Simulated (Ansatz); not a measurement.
**Ru: pressure up to the limit of the methods**

One table from this session's results is given with a row withheld; the runs are named, their logs left out.

Program: Ansatz 0.2.0. Level of theory: DFT, PBE, PAW with Ansatz's default frozen-core files, scalar-relativistic. These are calculated values, not measurements.

1 further run of the same task is left out (it didn't finish).

**The structure to begin with**

Symmetry: Im-3m, No. 229, cubic system. The conventional cell has a = 3.020 Å, b = 3.020 Å, c = 3.020 Å, α = 90.00°, β = 90.00°, γ = 90.00°. Ru (site symmetry m-3m) is surrounded by 8 Ru at 2.62 Å.

Coordinates:

```cif
data_structure
_symmetry_space_group_name_H-M 'Im-3m'
_symmetry_Int_Tables_number 229
_cell_length_a 3.0197
_cell_length_b 3.0197
_cell_length_c 3.0197
_cell_angle_alpha 90.000
_cell_angle_beta 90.000
_cell_angle_gamma 90.000
_cell_volume 27.54
loop_
_atom_site_label
_atom_site_type_symbol
_atom_site_symmetry_multiplicity
_atom_site_Wyckoff_symbol
_atom_site_fract_x
_atom_site_fract_y
_atom_site_fract_z
_atom_site_occupancy
Ru1 Ru 2 a 0.00000 0.00000 0.00000 1
```

The file gives the conventional cell by its symmetry; the runs use the cell typed in the input.

Whether this phase is the stable one at these pressures isn't tested.

Set-up of the first run:

Contents of input.yaml:

```yaml
crystal:
  lattice:
    - [-1.5098609582, 1.5098609582, 1.5098609582]
    - [1.5098609582, -1.5098609582, 1.5098609582]
    - [1.5098609582, 1.5098609582, -1.5098609582]
  atoms:
    - { symbol: Ru, position: [0.0, 0.0, 0.0] }
kpoints:
  mp_grid: { grid: [18, 18, 18] }
scf:
  occupations: { method: fermi_dirac, width: 0.08 }
hamiltonian:
  xc: pbe
  pseudopotentials: { kind: paw }
output:
  forces: true
  stress: true
  write_density: true
  write_potential: true
  elf: true
  volumetric_format: npy
relax:
  f_tol: 0.005
  max_steps: 40
  cell: {}
```

Launch:

```sh
$ ansatz run input.yaml --threads 1 --pin off --max-ram 2048MiB --backend cpu --events-out ev --progress --plain --runs-dir out
```

Steps of the session up to this table: Cell relaxed at zero pressure, PAW; Volume scaled by 1, PAW; Volume scaled by 0.92, PAW; Volume scaled by 0.84, PAW; Volume scaled by 0.76, PAW; Volume scaled by 0.68, PAW; Volume scaled by 0.6, PAW; Volume scaled by 0.52, PAW; Volume scaled by 0.52, PAW (cutoff 300 eV); Volume scaled by 0.45, PAW; Volume scaled by 0.45, PAW (cutoff 600 eV).

One table of the session follows, with a row left open; its other results are not shown here.

```
             method  volume over the first  volume (Å³/atom)  pressure (GPa)
                PAW                      1            14.243           -0.02
                PAW                   0.92            13.103           28.40
                PAW                   0.84            11.964           73.67
                PAW                   0.76                 ?               ?
                PAW                   0.68             9.685          264.11
                PAW                    0.6             8.546          461.31
                PAW                   0.52             7.406          802.37
                PAW                   0.45             6.409         1323.46
PAW (cutoff 300 eV)                   0.52             7.406          799.46
PAW (cutoff 600 eV)                   0.45             6.409         1323.01
```

**Question.** Estimate the row for PAW, 0.76.

**Answer.** volume (Å³/atom): 10.824; pressure (GPa): 146.18. In the column «volume (Å³/atom)» it lies between PAW, 0.68 (9.685) and PAW, 0.84 (11.964).

Limits of these values: Warnings in the runs' records: cutoff below recommended.
